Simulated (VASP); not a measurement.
A run of VASP 6.6.1:

run.py

```python
from ase import Atoms
from ase.calculators.vasp import Vasp
from ase.dft.bandgap import bandgap

atoms = Atoms(
    ['Ba'],
    cell=[[-2.5065, 2.5065, 2.5065], [2.5065, -2.5065, 2.5065], [2.5065, 2.5065, -2.5065]],
    scaled_positions=[[0.0, 0.0, 0.0]],
    pbc=True,
)
calc = Vasp(
    directory='calc',
    xc='pbesol',
    pp='PBE',
    setups='recommended',
    pp_version='54',
    prec='Accurate',
    encut=520,
    ediff=1e-07,
    ismear=0,
    sigma=0.05,
    lreal=False,
    lasph=True,
    nelm=80,
    algo='Fast',
    isif=2,
    lwave=False,
    lcharg=False,
    kpts=[8, 8, 8],
    gamma=True,
    nbands=11,
)
atoms.calc = calc

print('energy (eV):', atoms.get_potential_energy())
print('free energy (eV):', atoms.get_potential_energy(force_consistent=True))
print('forces (eV/A):')
print(atoms.get_forces())
print('stress (eV/A^3, Voigt):', atoms.get_stress())
print('Fermi level (eV):', calc.get_fermi_level())
gap, top, bottom = bandgap(calc)
print('band gap (eV):', gap, 'from (spin, k, band)', top, 'to', bottom)
```

Potentials or basis: VASP PAW PBE potentials, release 54 (Ba_sv).

Command:

```console
$ python run.py
```

Hardware: 1 thread of Intel(R) Xeon(R) 6975P-C (Granite Rapids), on a shared host.

Task: How long does it take, and how much memory?

Result: Run time: 8.6 s on 1 thread of Intel(R) Xeon(R) 6975P-C (Granite Rapids), on a shared host, peak memory 0.17 GiB. Counts: scf iterations 13, k points 29.
